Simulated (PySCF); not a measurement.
Molecule: SMILES c1ccncc1, C₅H₅N.

Molfile (atoms numbered from 1):
```
C5H5N
     RDKit          3D

 11 11  0  0  0  0  0  0  0  0999 V2000
   -0.3999    1.1240    0.0235 C   0  0  0  0  0  0  0  0  0  0  0  0
   -1.1371    0.0936    0.6016 C   0  0  0  0  0  0  0  0  0  0  0  0
   -0.6228   -1.2022    0.5451 C   0  0  0  0  0  0  0  0  0  0  0  0
    0.5369   -1.5080   -0.0310 N   0  0  0  0  0  0  0  0  0  0  0  0
    1.2347   -0.5173   -0.5806 C   0  0  0  0  0  0  0  0  0  0  0  0
    0.8145    0.8131   -0.5830 C   0  0  0  0  0  0  0  0  0  0  0  0
   -0.7664    2.1535    0.0450 H   0  0  0  0  0  0  0  0  0  0  0  0
   -2.0952    0.2862    1.0892 H   0  0  0  0  0  0  0  0  0  0  0  0
   -1.1795   -2.0343    0.9922 H   0  0  0  0  0  0  0  0  0  0  0  0
    2.1857   -0.7939   -1.0510 H   0  0  0  0  0  0  0  0  0  0  0  0
    1.4291    1.5853   -1.0510 H   0  0  0  0  0  0  0  0  0  0  0  0
  1  2  2  0
  2  3  1  0
  3  4  2  0
  4  5  1  0
  5  6  2  0
  6  1  1  0
  1  7  1  0
  2  8  1  0
  3  9  1  0
  5 10  1  0
  6 11  1  0
M  END
```

Geometry PBE0-D3(BJ)/def2-SVP throughout; GIAO in PySCF, gas phase, one conformer, non-relativistic; equivalent atoms averaged; functional PBE0.

Problem. How do the shifts δ (against TMS, NH3 at the same level) depend on the basis set? (ppm; last column core-seconds on shared hosts with different chips, so compare them loosely)

Solution. 
```tsv
basis set	functions	C3/C5	C1	C2/C6	N4	H9/H10	H7	H8/H11	core-s
STO-3G	35	121.4	113.1	107.4	271.2	8.76	7.30	7.19	2.1
6-31G	64	145.1	129.8	120.4	334.0	9.04	7.62	7.40	4.1
pcSseg-0	64	163.4	144.4	133.5	389.3	9.18	7.58	7.27	4.2
6-31G*	94	143.7	128.7	117.7	314.8	8.71	7.47	7.07	5.7
def2-SVP	109	147.8	132.7	121.5	340.5	8.52	7.45	7.03	6.5
cc-pVDZ	109	148.8	134.0	123.6	340.3	8.73	7.55	7.10	7.2
pcSseg-1	127	156.1	140.8	128.5	364.1	8.80	7.70	7.22	9.6
aug-cc-pVDZ	183	149.8	133.6	122.3	334.4	9.00	7.87	7.45	17
6-311+G(2d,p)	192	154.4	138.9	126.5	349.9	8.94	7.79	7.39	17
def2-TZVP	216	155.9	140.6	128.0	358.6	8.92	7.78	7.37	20
cc-pVTZ	250	154.7	139.6	127.3	357.3	8.86	7.76	7.36	22
IGLO-III	260	159.6	143.8	131.2	361.0	8.93	7.79	7.37	28
pcSseg-2	286	160.9	145.1	132.4	364.8	8.92	7.82	7.39	48
```

Problem. Which nucleus moves most, in ppm?

Solution. N4 (pyridine-type ring nitrogen): from 271.2 ppm with STO-3G to 389.3 ppm with pcSseg-0. The smallest spread is 0.42 ppm, at H8/H11. Proton shifts span only some 12 ppm, so a few tenths of a ppm matter as much there as several ppm in carbon.

Problem. Taking the largest basis, pcSseg-2 (286 functions), as the yardstick, rank the others by their worst heavy-atom deviation.

Solution. IGLO-III 3.8 ppm (260 functions), pcSseg-1 4.9 ppm (127 functions), def2-TZVP 6.2 ppm (216 functions), cc-pVTZ 7.5 ppm (250 functions), 6-311+G(2d,p) 14.8 ppm (192 functions), def2-SVP 24.3 ppm (109 functions), cc-pVDZ 24.5 ppm (109 functions), pcSseg-0 24.5 ppm (64 functions), aug-cc-pVDZ 30.4 ppm (183 functions), 6-31G 30.8 ppm (64 functions), 6-31G* 50.0 ppm (94 functions), STO-3G 93.5 ppm (35 functions).

A small basis that lands close on one nucleus may do so by chance; judge by the trend and by all nuclei.
